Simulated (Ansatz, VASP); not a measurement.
One calculation of SrO, two programs

```
Sr O
1.0
     0.00000    2.57445    2.57445
     2.57445    0.00000    2.57445
     2.57445    2.57445    0.00000
Sr O
1 1
Cartesian
  0.0000 0.0000 0.0000
  2.5744 2.5744 2.5744
```

Alike in both runs: functional PBE; dispersion D3(BJ); k mesh 8 × 8 × 8; occupations gaussian, width 0.02 eV; no spin polarisation.

Ansatz relaxed the structure, and its values are those at the end. VASP's run is a single point on that final structure, the one shown.

```csv
,VASP,Ansatz
version,VASP 6.6.1,Ansatz 0.2.0
potentials or method,"VASP PAW PBE potentials, release 64 (Sr_sv, O)","scalar-relativistic, plane waves, PAW"
plane-wave cutoff (eV),520,420
valence electrons in the cell,16,16
```

```tsv
	VASP	Ansatz	Ansatz less VASP
gap on the k mesh at the Fermi level (eV)	3.27	3.31	+0.048
least direct gap on the mesh (eV)	3.36	3.40	+0.038
pressure (GPa)	0.6	0.0	-0.58
```

A k mesh can miss the band edges. Expect the measured gap to be larger: semilocal functionals such as PBE lack the derivative discontinuity.
